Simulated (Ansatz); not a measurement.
# SrO: the cost of one run

Computed with Ansatz 0.2.0 (reference: DFT, PBEsol, plane waves, PAW, unless a step's input says otherwise).

### Step 1. The structure to begin with

It takes space group P6_3/mmc (No. 194, hexagonal). The conventional cell has a = 4.270 Å, b = 4.270 Å, c = 5.144 Å, α = 90.00°, β = 90.00°, γ = 120.00°. Sr (site symmetry -6m2) has 5 O at 2.47 to 2.57 Å in its first shell of neighbours. O (site symmetry -6m2) has 5 Sr at 2.47 to 2.57 Å in its first shell of neighbours.

Coordinates:

```
Sr O
1.0
     4.27002    0.00000    0.00000
    -2.13501    3.69795    0.00000
     0.00000    0.00000    5.14447
Sr O
2 2
Direct
  0.33333 0.66667 0.93750
  0.66667 0.33333 0.43750
  0.33333 0.66667 0.43750
  0.66667 0.33333 0.93750
```

### Step 2. Baseline

The input, input.yaml:

```yaml
crystal:
  lattice:
    - [4.2700192687, 0.0, 0.0]
    - [-2.1350096344, 3.6979451613, 0.0]
    - [0.0, 0.0, 5.1444717958]
  atoms:
    - { symbol: Sr, position: [0.3333333333, 0.6666666667, 0.9375] }
    - { symbol: Sr, position: [0.6666666667, 0.3333333333, 0.4375] }
    - { symbol: O, position: [0.3333333333, 0.6666666667, 0.4375] }
    - { symbol: O, position: [0.6666666667, 0.3333333333, 0.9375] }
kpoints:
  mp_grid: { grid: [6, 6, 4] }
hamiltonian:
  xc: pbesol
scf:
  occupations: { method: fixed }
  n_extra_bands: 5
output:
  forces: true
  stress: true
  eigenvalues: true
```

Launch:

```console
$ ansatz run input.yaml --threads 4 --pin off --max-ram 4608MiB --backend cpu --events-out ev --progress --plain --runs-dir out
```

Q: Estimate wall time and peak memory on 4 threads of Arm Neoverse N1, shared host.

About 1.3 s, with a peak of 0.33 GiB.
